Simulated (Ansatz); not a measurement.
Relax this structure to zero stress and force, keeping its symmetry:

Space group Fm-3m (No. 225). a = 5.462 Å, b = 5.462 Å, c = 5.462 Å, α = 90.00°, β = 90.00°, γ = 90.00°
| atom | site | symmetry | x | y | z |
| --- | --- | --- | --- | --- | --- |
| Ca | 4a | m-3m | 0.0000 | 0.0000 | 0.0000 |
| F | 8c | -43m | 0.2500 | 0.7500 | 0.7500 |

Method: DFT PBE, scalar-relativistic, plane waves, PAW in Ansatz.

Plane waves to 420 eV, a k mesh through Γ of 8×8×8 on the computed 3-atom cell and Gaussian smearing (0.02 eV); no spin polarisation.

What does it relax to?

The volume increases by 0.36 Å³/atom to 13.94 Å³/atom, and the energy falls by 2.4 meV/atom. Final structure:
```yaml
crystal:
  lattice:
    - [0.00000, 2.75521, 2.75521]
    - [2.75521, 0.00000, 2.75521]
    - [2.75521, 2.75521, 0.00000]
  atoms:
    - { symbol: Ca, position: [0.00000, 0.00000, 0.00000] }
    - { symbol: F, position: [0.25000, 0.25000, 0.25000] }
    - { symbol: F, position: [0.75000, 0.75000, 0.75000] }
```